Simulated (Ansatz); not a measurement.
Input and output of a single-point calculation on BaO (rocksalt) (Ansatz, HSE06). The cell was relaxed with r2SCAN and then strained, so it isn't that functional's minimum.

Input file:
```yaml
crystal:
  lattice:
    - [0.0, 2.7719426837, 2.7719426837]
    - [2.7719426837, 0.0, 2.7719426837]
    - [2.7719426837, 2.7719426837, 0.0]
  atoms:
    - { symbol: Ba, position: [0.0, 0.0, 0.0] }
    - { symbol: O, position: [0.5, 0.5, 0.5] }
kpoints:
  mp_grid: { grid: [6, 6, 6] }
  band_path:
    path:
      - [0.0, 0.0, 0.0]
      - [0.5, 0.0, 0.5]
      - [0.625, 0.25, 0.625]
      - [0.375, 0.375, 0.75]
      - [0.5, 0.5, 0.5]
      - [0.5, 0.25, 0.75]
    npoints: 1
hamiltonian:
  xc: hse06
scf:
  occupations: { method: fixed }
  n_extra_bands: 4
output:
  forces: true
  stress: true
  eigenvalues: true
```

The log, with set-up remarks and timings taken out:
```
scf.n_extra_bands = 4 over 8 filled bands (N_el = 16.0): the run solves 12 bands
Pseudopotential: Ba, paw, valence charge 10, recommended cutoff 420 eV (normal)
Pseudopotential: O, paw, valence charge 6, recommended cutoff 420 eV (normal)
Functional definition: HSE06
Crystal: 2 atoms, lattice volume = 42.597 Å³
Basis set: ecut = 420 eV, 869 PW (Γ)
Symmetry: 48 space group operations
Space group: Fm-3m (ITA 225)
k-points: 16 of 216
[warm-up without exact exchange]
SCF 1 stopped early in 3 iterations: F = -6519.543784 eV  dr2 = 1.97e-5
[exact exchange on]
Exchange kernel: α = 0.2500, screened, ω = 0.2079 Å⁻¹, Wigner–Seitz truncation, v(0) = 1046.5336 eV·Å³, q-mesh 6×6×6
preconditioner: auto → none  [insulator: Δε(μ)=3.493 eV  ℏωp=21.3 eV]
SCF 2 stopped early in 6 iterations: F = -6524.112344 eV  dr2 = 1.51e-6
hybrid outer 1: dexx = +6.189e-3 eV, tail = 1.30e-5 eV
SCF 3 converged in 3 iterations: F = -6524.112289 eV  dr2 = 5.35e-9
hybrid outer 2: dexx = +1.544e-7 eV, tail = 1.58e-8 eV, Δε = 1.53e-3 eV
hybrid SCF converged: 2 outer / 9 inner (+3 warm-up)
Free energy (F): -6524.112289 eV
Fermi energy:    7.604600 eV
--- Forces (eV/Å), atoms counted from 1 ---
  atom   1  Ba      0.00000      0.00000      0.00000
  atom   2  O       0.00000      0.00000      0.00000
--- Stress (GPa, compression-positive) ---
       -0.503548       0.000000       0.000000
        0.000000      -0.503548       0.000000
        0.000000       0.000000      -0.503548
  P = ⅓ Tr σ = -0.5035 GPa (-5.035 kbar)
--- Band table (eV; the first three rows and the last of 16) ---
  k-point 0: bands = […, -3.1382, -3.1382, -3.1382, 7.1172, 7.1172, 7.1172, 12.5237, 13.7723, 13.7723, 13.7723]
  k-point 1: bands = […, -3.2157, -3.1666, -3.1666, 6.6259, 6.8072, 6.8072, 13.3679, 13.7353, 14.2639, 14.2639]
  k-point 2: bands = […, -3.3598, -3.2218, -3.2218, 5.8674, 6.2667, 6.2667, 13.5918, 15.5028, 15.5028, 15.8396]
  k-point 15: bands = […, -4.5080, -4.0294, -3.3639, 6.4381, 7.3331, 7.4767, 12.2068, 15.1531, 15.8352, 18.7493]
```

The rows of the band table are 0: (0, 0, 0) = Γ, 1: (0, 0, 1/6), 2: (0, 0, 1/3), 15: (1/6, -1/2, -1/3).

Levels at the listed points, from bands.tsv (eV from the Fermi energy, bands near the gap, counted from 0):
```tsv
# k_distance	band_3	band_4	band_5	band_6	band_7	band_8	band_9	band_10	band_11
# fermi_ev = 7.604600
# [0, 0, 0] at k_distance = 0.000000
# [0.5, 0, 0.5] at k_distance = 1.133354
# [0.625, 0.25, 0.625] at k_distance = 1.534055
# [0.375, 0.375, 0.75] at k_distance = 2.228090
# [0.5, 0.5, 0.5] at k_distance = 2.922125
# [0.5, 0.25, 0.75] at k_distance = 3.723527
# levels_relative_to = fermi_ev
0.000	-10.743	-10.743	-0.487	-0.487	-0.487	4.919	6.168	6.168	6.168
1.133	-11.372	-11.372	-0.237	-0.237	0.000	3.322	7.506	10.292	10.558
1.534	-11.256	-11.193	-0.991	-0.823	-0.156	4.752	7.928	8.570	9.964
2.228	-11.256	-11.193	-0.991	-0.823	-0.156	4.752	7.928	8.570	9.964
2.922	-10.853	-10.853	-2.057	-1.578	-1.578	6.393	8.793	8.793	9.031
3.724	-11.880	-10.829	-1.453	-0.223	-0.223	5.953	5.953	8.414	11.370
```
In order the rows are Γ, X, U, K, L, W.

With HSE06 the gap is 3.32 eV and direct, at X. At this geometry HSE06 finds -0.5 GPa, compression counted positive: its own equilibrium volume is smaller. The stress of a hybrid is loosely converged here.

The values are computed, spin-unpolarised, and not measurements.

Spin-orbit coupling is left out.

The meshes of the hybrids are coarse, so their gaps aren't converged to the digits shown.
